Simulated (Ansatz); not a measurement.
Crystal: Br.

```
Br
1.0
    -1.42349    1.42349    3.57752
     1.42349   -1.42349    3.57752
     1.42349    1.42349   -3.57752
Br
1
Direct
  0.00000 0.00000 0.00000
```

| Quantity | Value |
| --- | --- |
| Program | Ansatz 0.2.0 |
| Task | relaxation of cell and atoms |
| Functional | revPBE |
| Potentials or basis | Ansatz PAW |
| Cutoff | 420 eV (not typed: the program's choice for these potentials) |
| k mesh | 13 × 13 × 13 |
| Occupations | fermi-dirac, width 0.05 eV |
| Spin | no spin polarisation |

At the start: volume 29.00 Å³/atom.

Problem. How do energy, volume and symmetry change on relaxing?

Solution. It ends after 19 steps and the volume is 46.80 Å³/atom (+61.4 %); space group I4/mmm (No. 139, to 0.05 Å).

Step by step:
| step | energy change (eV) | largest force (eV/Å) | volume (Å³) |
| --- | --- | --- | --- |
| 1 | 0.0000 | 0.0000 | 29.00 |
| 2 | -0.0306 | 0.0000 | 31.59 |
| 3 | -0.0455 | 0.0000 | 33.22 |
| 4 | -0.0557 | 0.0000 | 34.61 |
| 5 | -0.0609 | 0.0000 | 36.04 |
| 6 | -0.0613 | 0.0000 | 36.57 |
| 7 | -0.0613 | 0.0000 | 36.50 |
| 8 | -0.0670 | 0.0000 | 36.50 |
| 9 | -0.0713 | 0.0000 | 37.79 |
| 10 | -0.0748 | 0.0000 | 39.29 |
| 11 | -0.0770 | 0.0000 | 40.74 |
| 12 | -0.0778 | 0.0000 | 42.21 |
| 13 | -0.0790 | 0.0000 | 42.21 |
| 14 | -0.0799 | 0.0000 | 43.40 |
| 15 | -0.0805 | 0.0000 | 44.87 |
| 16 | -0.0808 | 0.0000 | 46.34 |
| 17 | -0.0808 | 0.0000 | 46.95 |
| 18 | -0.0808 | 0.0000 | 46.80 |
| 19 | -0.0811 | 0.0000 | 46.80 |

Final structure:
```yaml
crystal:
  lattice:
    - [-1.45012, 1.45012, 5.56439]
    - [1.45012, -1.45012, 5.56439]
    - [1.45012, 1.45012, -5.56439]
  atoms:
    - { symbol: Br, position: [0.00000, 0.00000, 0.00000] }
```

Caveat: the volume moved by over 15 % at a fixed basis, so the end points are rough; the plane-wave basis is chosen anew once the cell has moved, so the energies of steps on either side of that aren't comparable; an odd number of electrons without spin polarisation forces a metal; a magnetic or distorted state may lie lower; the PAW data sets come from PBE, with cores solved anew for the run's functional, which leaves a small shift of forces and pressure.
